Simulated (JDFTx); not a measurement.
## Ni in JDFTx: convergence with energy threshold

Ni:

```
CELL_PARAMETERS angstrom
0.01655 1.75725 1.76824
1.71912 0.01633 1.76846
1.71447 1.75283 0.02098
ATOMIC_POSITIONS crystal
Ni 0.00651 0.01144 0.96710
```

The cell isn't the ideal one: cell strained at random at fixed volume.

| Property | Result |
| --- | --- |
| Program | JDFTx 1.7.0 (patched build) |
| Task | convergence study |
| Functional | PBEsol |
| Potentials or basis | PseudoDojo-SR-PBEsol-0.4-stringent with smoothed tails |
| Cutoff | 1442 eV |
| Density cutoff | 5769 eV |
| k mesh | 6 × 6 × 6 |
| Occupations | fermi-dirac, width 0.05 eV |
| Spin | collinear spin, ferromagnetic start |
| Starting moments | [1.0] μB |

These are the settings of the first run; the series varies energy threshold, with any setting tied to it.

Hardware: 1 thread of Intel(R) Xeon(R) Platinum 8375C CPU @ 2.90GHz (Ice Lake) (shared host).

| energy threshold | energy less the tightest run, at zero smearing (meV/atom) | pressure (GPa) | SCF cycles | CPU time (s) | peak memory (GiB) |
| --- | --- | --- | --- | --- | --- |
| 0.001 Ha | 0.14 | 2.36 | 3 | 45 | 0.19 |
| 0.0001 Ha | 0.00 | -3.29 | 5 | 52 | 0.19 |
| 1e-05 Ha | 0.00 | -3.29 | 5 | 52 | 0.19 |
| 1e-06 Ha | 0.00 | -3.23 | 6 | 55 | 0.2 |
| 1e-07 Ha | 0.00 | -3.09 | 7 | 62 | 0.2 |
| 1e-08 Ha | 0.00 | -3.11 | 8 | 67 | 0.2 |
| 1e-10 Ha | 0.00 | -3.09 | 11 | 73 | 0.2 |

Against the tightest run, the energy stays within 1 meV/atom from 0.001 Ha on; the pressure stays within 0.1 GPa from 1e-07 Ha on. The tightest run that finished is the yardstick and may itself not be fully converged.

Caveat, for the tightest run too: the k mesh is coarse (spacing up to 0.52 Å⁻¹), so the values aren't converged.
